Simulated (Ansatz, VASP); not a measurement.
## One calculation of TlBr, two programs

```xyz
2
Lattice="3.9700 0.0000 0.0000 0.0000 3.9700 0.0000 0.0000 0.0000 3.9700" Properties=species:S:1:pos:R:3 pbc="T T T"
Tl    0.0000    0.0000    0.0000
Br    1.9850    1.9850    1.9850
```

Alike in both runs: task relaxation of cell and atoms; functional PBEsol; k mesh 8 × 8 × 8; occupations gaussian, width 0.02 eV; no spin polarisation.

|  | VASP | Ansatz |
| --- | --- | --- |
| version | VASP 6.6.1 | Ansatz 0.2.0 |
| potentials or method | VASP PAW PBE potentials, release 64 (Tl_d, Br) | scalar-relativistic, plane waves, PAW |
| plane-wave cutoff (eV) | 600 | 420 |
| valence electrons in the cell | 20 | 20 |

Ansatz gave:

| Item | Value |
| --- | --- |
| gap on the k mesh at the Fermi level, each at its own relaxed structure (eV) | 1.58 |
| relaxed volume (Å³/atom) | 29.94 |
| relaxed cell length with the largest relative difference (Å) | 3.912 |
| energy change over the relaxation (meV/atom) | -4 |

Question: Estimate VASP's values.

Answer: gap on the k mesh at the Fermi level, each at its own relaxed structure (eV): 1.59; relaxed volume (Å³/atom): 30.00; relaxed cell length with the largest relative difference (Å): 3.915; energy change over the relaxation (meV/atom): -4.

Caveats: the PAW data sets were made with another functional, which shifts forces and pressure a little (VASP); spin-orbit coupling is left out, which as a rule narrows the gap of such compounds by several tenths of an eV. A hybrid or GW would open this gap; PBEsol tends to underestimate it. A k mesh can miss the band edges.
